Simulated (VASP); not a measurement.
Input of a VASP 6.6.1 run:

The input POSCAR:

```
GaP
1.0
    0.0000000000      2.7252500000      2.7252500000
    2.7252500000      0.0000000000      2.7252500000
    2.7252500000      2.7252500000      0.0000000000
Ga P
1 1
Direct
    0.0000000000      0.0000000000      0.0000000000
    0.7500000000      0.7500000000      0.7500000000
```

Contents of INCAR.step1:

```
SYSTEM = GaP
PREC = Accurate
ENCUT = 520
EDIFF = 1E-5
ISMEAR = 0
SIGMA = 0.02
LREAL = .False.
LASPH = .True.
NELM = 100
ALGO = Normal
ISIF = 2
LWAVE = .True.
LCHARG = .False.
LNONCOLLINEAR = .True.
MAGMOM = 0 0 0 0 0 0
LORBIT = 11
LSORBIT = .True.
GGA_COMPAT = .False.
GGA = PE
KPAR = 4
```

Contents of INCAR.step2:

```
SYSTEM = GaP
PREC = Accurate
ENCUT = 520
EDIFF = 1E-6
ISMEAR = 0
SIGMA = 0.02
LREAL = .False.
LASPH = .True.
NELM = 100
ALGO = Normal
ISIF = 2
LWAVE = .False.
LCHARG = .False.
LNONCOLLINEAR = .True.
MAGMOM = 0 0 0 0 0 0
LORBIT = 11
LSORBIT = .True.
GGA_COMPAT = .False.
GGA = PE
LHFCALC = .True.
HFSCREEN = 0.2
PRECFOCK = Fast
ISTART = 1
KPAR = 4
```

File KPOINTS:

```
regular mesh
0
Gamma
  6 6 6
  0 0 0
```

Potentials or basis: VASP PAW PBE potentials, release 64 (Ga_d, P).

Run with:

```sh
$ cat potpaw_PBE.64/Ga_d/POTCAR potpaw_PBE.64/P/POTCAR > POTCAR
$ cp INCAR.step1 INCAR
$ mpirun -np 4 vasp_ncl > vasp.out
$ cp INCAR.step2 INCAR
$ mpirun -np 4 vasp_ncl > vasp.out
```

(1) Estimate the pressure.

Answers

(1) 0.5 GPa.

Caveat: the PAW data sets were made with another functional, which shifts forces and pressure a little.
